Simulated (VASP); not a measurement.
# Au (Im-3m) in VASP: a series of runs

One crystal, Au, is run at these levels: PBEsol, LDA; tasks: relaxation of cell and atoms.

All numbers are computed with VASP 6.6.1; they aren't measurements. Logs are shortened: lines on timing, memory, paths and dates and some standing lists are left out, and cuts for length are marked.

## (1) The crystal as given

It takes space group Im-3m (No. 229, cubic). Conventional cell: a = 3.240 Å, b = 3.240 Å, c = 3.240 Å, α = 90.00°, β = 90.00°, γ = 90.00°. Au (site symmetry m-3m) has 8 Au at 2.81 Å as nearest neighbours.

This isn't the form of Au at room conditions, which is fcc.

## (2) Relaxation of cell and atoms, PBEsol

File INCAR:

```
PREC     = Accurate       # precision mode
ENCUT    = 600            # plane-wave cutoff, eV
EDIFF    = 1E-7           # SCF threshold, eV
ISMEAR   = 0              # smearing method
SIGMA    = 0.1            # smearing width, eV
LREAL    = False          # projectors in reciprocal space
LASPH    = True           # aspherical terms in the spheres
NELM     = 60             # most SCF steps
ALGO     = Normal         # electronic algorithm
ISIF     = 3              # what is computed and relaxed
LWAVE    = False          # write WAVECAR
LCHARG   = False          # write CHGCAR
GGA      = PS             # functional
IBRION   = 2              # ionic algorithm
NSW      = 90             # ionic steps
EDIFFG   = -0.005         # ionic threshold
```

File KPOINTS:

```
Automatic mesh
0
Gamma
  18 18 18
```

File POSCAR:

```
Au
1.0
   -1.6198059000      1.6198059000      1.6198059000
    1.6198059000     -1.6198059000      1.6198059000
    1.6198059000      1.6198059000     -1.6198059000
Au
1
Direct
    0.0000000000      0.0000000000      0.0000000000
```

Potentials or basis: VASP PAW PBE potentials, release 64 (Au).

The run is started by

```sh
$ cat potpaw_PBE.64/Au/POTCAR > POTCAR
$ mpirun -np 1 vasp_std > vasp.out
```

OUTCAR:

```text
PREC = Accurate
   ENCUT = 600
   EDIFF = 1E-7
   ISMEAR = 0
   LREAL = False
   LASPH = True
   NELM = 60
   ISIF = 3
   GGA = PS
   IBRION = 2
   NSW = 90
   EDIFFG = -0.005

 ion  position               nearest neighbor table
   1  0.000  0.000  0.000-

  LATTYP: Found a body centered cubic cell.
 ALAT       =     3.2396118000

  Lattice vectors:

 A1 = (  -1.6198059000,   1.6198059000,   1.6198059000)
 A2 = (   1.6198059000,  -1.6198059000,   1.6198059000)
 A3 = (   1.6198059000,   1.6198059000,  -1.6198059000)

Analysis of symmetry for initial positions (statically):
=====================================================================
 Subroutine PRICEL returns:
 Original cell was already a primitive cell.

 Routine SETGRP: Setting up the symmetry group for a
 body centered cubic supercell.

 Subroutine GETGRP returns: Found 48 space group operations
 (whereof 48 operations were pure point group operations)
 out of a pool of 48 trial point group operations.

The static configuration has the point symmetry O_h .

Analysis of symmetry for dynamics (positions and initial velocities):
=====================================================================
 Subroutine PRICEL returns:
 Original cell was already a primitive cell.

 Routine SETGRP: Setting up the symmetry group for a
 body centered cubic supercell.

 Subroutine GETGRP returns: Found 48 space group operations
 (whereof 48 operations were pure point group operations)
 out of a pool of 48 trial point group operations.

The dynamic configuration has the point symmetry O_h .

 Subroutine INISYM returns: Found 48 space group operations
 (whereof 48 operations are pure point group operations),
 and found     1 'primitive' translations

----------------------------------------------------------------------------------------

                                     Primitive cell

  volume of cell :      17.0000

  direct lattice vectors                    reciprocal lattice vectors
    -1.619805900  1.619805900  1.619805900     0.000000000  0.308678960  0.308678960
     1.619805900 -1.619805900  1.619805900     0.308678960  0.000000000  0.308678960
     1.619805900  1.619805900 -1.619805900     0.308678960  0.308678960  0.000000000

  length of vectors
     2.805586117  2.805586117  2.805586117     0.436537971  0.436537971  0.436537971

  position of ions in fractional coordinates (direct lattice)
     0.000000000  0.000000000  0.000000000

[... 94 lines left out ...]
     AMIX     =   0.40;   BMIX     =  1.00
     AMIX_MAG =   1.60;   BMIX_MAG =  1.00
  volume/ion in A,a.u.               =      17.00       114.72
  Fermi-wavevector in a.u.,A,eV,Ry     =   1.415977  2.675808 27.279543  2.004990
  Thomas-Fermi vector in A             =   2.537359
   LORBIT       =      0    0 simple, 1 ext, 2 COOP (PROOUT), +10 PAW based schemes
   GGA     = PS    functional components
   LHFCALC =     F    Hartree Fock is set to
   AEXX    =    0.0000 exact exchange contribution
   IVDW    =     0    specifies the selected vdW correction
   LEPSILON=     F    determine dielectric tensor
   LRPA    =     F    only Hartree local field effects (RPA)
 conjugate gradient relaxation of ions
 non-spin polarized calculation
 Gauss-broadening in eV      SIGMA  =   0.10
  energy-cutoff  :      600.00
  volume of cell :       17.00
 maximum number of plane-waves:       586
   NGX = 11   NGY = 11   NGZ = 11

--------------------------------------- Ionic step        1  -------------------------------------------

 number of electron      11.0000001 magnetization

 Free energy of the ion-electron system (eV)
  ---------------------------------------------------
  ext. energy  EPLUGINS =         0.00000000
  ---------------------------------------------------
  free energy    TOTEN  =        -3.90486731 eV

  energy without entropy =       -3.90444673  energy(sigma->0) =       -3.90465702

------------------------ aborting loop because EDIFF is reached ----------------------------------------

  FORCE on cell =-STRESS in cart. coord.  units (eV):
  Direction    XX          YY          ZZ          XY          YZ          ZX
  --------------------------------------------------------------------------------------
  -------------------------------------------------------------------------------------
  Total        0.0218940      0.0218940      0.0218940     -0.0000000      0.0000000     -0.0000000
  in kB        2.0634113      2.0634113      2.0634113     -0.0000000      0.0000000     -0.0000000
  external PRESSURE =       2.0634113 kB  Pullay stress =       0.0000000 kB
[... 57 lines left out ...]
--------------------------------------- Ionic step        3  -------------------------------------------

 number of electron      11.0000001 magnetization

 Free energy of the ion-electron system (eV)
  ---------------------------------------------------
  ext. energy  EPLUGINS =         0.00000000
  ---------------------------------------------------
  free energy    TOTEN  =        -3.90487948 eV

  energy without entropy =       -3.90445726  energy(sigma->0) =       -3.90466837

 E-fermi :   9.3244     XC(G=0): -12.8955

 val. band max:        9.2814099565   @ k =   0.3889   0.0556   0.0556
 cond. band min:       9.3892015022   @ k =  -0.3333   0.3333   0.3333
 fundamental gap:      0.1077915457
 Fermi energy:         9.3243789362

 k-point     1 :       0.0000    0.0000    0.0000
  band No.  band energies     occupation
      1      -0.6232      2.00000
      2       4.4295      2.00000
      3       4.4295      2.00000
      4       4.4295      2.00000
      5       6.3867      2.00000
      6       6.3867      2.00000
      7      25.8006      0.00000
      8      25.8006      0.00000
      9      25.8006      0.00000
[... 265 lines left out ...]
 k-point    24 :       0.3889    0.1111    0.0000
  band No.  band energies     occupation
      1       2.2948      2.00000
      2       3.4400      2.00000
      3       5.8983      2.00000
      4       6.2481      2.00000
      5       7.0267      2.00000
      6       9.4565      0.06179
      7      13.7961      0.00000
      8      21.0994      0.00000
      9      22.8473      0.00000

 [... further k-points ...]

------------------------ aborting loop because EDIFF is reached ----------------------------------------

  FORCE on cell =-STRESS in cart. coord.  units (eV):
  Direction    XX          YY          ZZ          XY          YZ          ZX
  --------------------------------------------------------------------------------------
  -------------------------------------------------------------------------------------
  Total        0.0003071      0.0003071      0.0003071      0.0000000      0.0000000     -0.0000000
  in kB        0.0289107      0.0289107      0.0289107      0.0000000      0.0000000     -0.0000000
  external PRESSURE =       0.0289107 kB  Pullay stress =       0.0000000 kB
[... 16 lines left out ...]
  FREE ENERGIE OF THE ION-ELECTRON SYSTEM (eV)
  ---------------------------------------------------
  free  energy   TOTEN  =        -3.9048794805 eV

  energy  without entropy=       -3.9044572636  energy(sigma->0) =       -3.90466837

 reached required accuracy - stopping structural energy minimisation
```

CONTCAR:

```text
Au
   1.00000000000000
    -1.6204126835098680    1.6204126835098680    1.6204126835098680
     1.6204126835098680   -1.6204126835098680    1.6204126835098680
     1.6204126835098680    1.6204126835098680   -1.6204126835098680
  Au
     1
Direct
     0.0000000000000000    0.0000000000000000    0.0000000000000000

  0.00000000E+00  0.00000000E+00  0.00000000E+00
```

It took 21 s on 1 thread of Intel Xeon 6975P-C (Granite Rapids), shared host; peak memory 0.17 GiB.

Results:

- Free energy: -3.9049 eV
- Relaxed volume: 17.02 Å³/atom
- Relaxed cell: a = 2.807 Å, b = 2.807 Å, c = 2.807 Å, α = 109.47°, β = 109.47°, γ = 109.47°
- Space group after relaxing (to 0.05 Å): Im-3m (No. 229)
- Energy gained by relaxing: 0.0 meV/atom
- Ionic steps: 3
- Pressure after relaxing: 0.0 GPa
- Band gap on the k mesh: none (metal or under the smearing width)

Final structure:
```xyz
1
Lattice="-1.6204 1.6204 1.6204 1.6204 -1.6204 1.6204 1.6204 1.6204 -1.6204" Properties=species:S:1:pos:R:3 pbc="T T T"
Au    0.0000    0.0000    0.0000
```

Levels at points of the mesh, in eV from the Fermi level:
| k point | band 4 | band 5 | band 6 | band 7 | band 8 | band 9 |
| --- | --- | --- | --- | --- | --- | --- |
| (0.00, 0.00, 0.00) | -4.89 | -2.94 | -2.94 | 16.48 | 16.48 | 16.48 |
| (0.50, 0.00, 0.00) | -2.73 | -1.38 | -0.73 | 3.54 | 12.33 | 13.87 |
| (0.50, 0.50, 0.50) | -1.77 | -1.77 | 6.23 | 6.23 | 6.23 | 9.70 |

Caveat: the PAW data sets were made with another functional, which shifts forces and pressure a little. Spin-orbit coupling is left out, which matters for the levels of Au.

## (3) Relaxation of cell and atoms, LDA

Changes to INCAR since step 2:

```diff
@@ -12,3 +12,2 @@
 LCHARG   = False          # write CHGCAR
-GGA      = PS             # functional
 IBRION   = 2              # ionic algorithm
```

KPOINTS is that of step 2.

POSCAR is that of step 2.

Potentials or basis: VASP PAW LDA potentials, release 64 (Au).

The run is started by

```sh
$ cat potpaw_LDA.64/Au/POTCAR > POTCAR
$ mpirun -np 1 vasp_std > vasp.out
```

Wall time 25 s (1 thread of Intel Xeon 6975P-C (Granite Rapids), shared host); peak memory 0.17 GiB.

Results (log left out):

* Free energy: -4.4266 eV
* Relaxed volume: 16.66 Å³/atom
* Relaxed cell: a = 2.787 Å, b = 2.787 Å, c = 2.787 Å, α = 109.47°, β = 109.47°, γ = 109.47°
* Space group after relaxing (to 0.05 Å): Im-3m (No. 229)
* Energy gained by relaxing: 4.2 meV/atom
* Ionic steps: 3
* Pressure after relaxing: 0.0 GPa
* Band gap on the k mesh: none (metal or under the smearing width)

The path:
```
step  energy change (eV)  largest force (eV/Å)  pressure (GPa)  volume (Å³)
   1              0.0000                0.0000           -3.76        17.00
   2              0.0107                0.0000            8.09        16.04
   3             -0.0042                0.0000           -0.05        16.66
```

Final structure:
```
CELL_PARAMETERS angstrom
-1.60884 1.60884 1.60884
1.60884 -1.60884 1.60884
1.60884 1.60884 -1.60884
ATOMIC_POSITIONS crystal
Au 0.00000 0.00000 0.00000
```

Levels at points of the mesh, in eV from the Fermi level:
| k point | band 3 | band 4 | band 5 | band 6 | band 7 | band 8 | band 9 |
| --- | --- | --- | --- | --- | --- | --- | --- |
| (0.00, 0.00, 0.00) | -5.05 | -5.05 | -3.00 | -3.00 | 16.45 | 16.45 | 16.45 |
| (0.50, 0.00, 0.00) | -3.16 | -2.78 | -1.38 | -0.80 | 3.68 | 12.33 | 13.97 |
| (0.50, 0.50, 0.50) | -1.79 | -1.79 | -1.79 | 6.24 | 6.24 | 6.24 | 9.96 |

Spin-orbit coupling is left out, which matters for the levels of Au.
